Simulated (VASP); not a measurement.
Write the native input for VASP 6.6.1 that does the following.

- Task: single point
- Functional: PBEsol
- Potentials or basis: VASP PAW PBE potentials, release 64 (In_d, Sb)
- Cutoff: 520 eV
- k mesh: 5 × 5 × 3
- Occupations: fermi-dirac, width 0.02 eV
- Spin: no spin polarisation
- Dipole correction: no
- Further INCAR settings: ALGO = Normal; EDIFF = 1e-07; NBANDS = 40

The structure of In2Sb lies in POSCAR:

```
In2Sb
1.0
    5.3216292139      0.0000000000      0.0000000000
   -2.6608146070      4.6086660888      0.0000000000
    0.0000000000      0.0000000000      6.4084614911
In Sb
4 2
Direct
    0.6666666667      0.3333333333      0.2500000000
    0.3333333333      0.6666666667      0.7500000000
    0.0000000000      0.0000000000      0.5000000000
    0.0000000000      0.0000000000      0.0000000000
    0.6666666667      0.3333333333      0.7500000000
    0.3333333333      0.6666666667      0.2500000000
```

The cell comes from a database or a generator and needn't be the stable form of this composition.

These files were run (other wordings do the same):

INCAR

```
SYSTEM = In2Sb
  ALGO = Normal
  EDIFF = 1E-7
  ENCUT = 520
  GGA = PS
  ISIF = 2
  ISMEAR = -1
  LASPH = .TRUE.
  LCHARG = .FALSE.
  LREAL = .FALSE.
  LWAVE = .FALSE.
  NBANDS = 40
  NELM = 100
  PREC = Accurate
  SIGMA = 0.02
```

KPOINTS

```
k-points
0
G
  5 5 3
  0 0 0
```

Potentials or basis: VASP PAW PBE potentials, release 64 (In_d, Sb).

The run is started by

```console
$ cat potpaw_PBE.64/In_d/POTCAR potpaw_PBE.64/Sb/POTCAR > POTCAR
$ mpirun -np 1 vasp_std > vasp.out
```

It gave:

```
Pressure               : 0.0 GPa
Band gap on the k mesh : none (metal or under the smearing width)
```

Caveat: the PAW data sets were made with another functional, which shifts forces and pressure a little.

Run time: 41 s on 1 thread of AMD EPYC 9R45 (Zen 5) (shared host), peak memory 0.24 GiB.
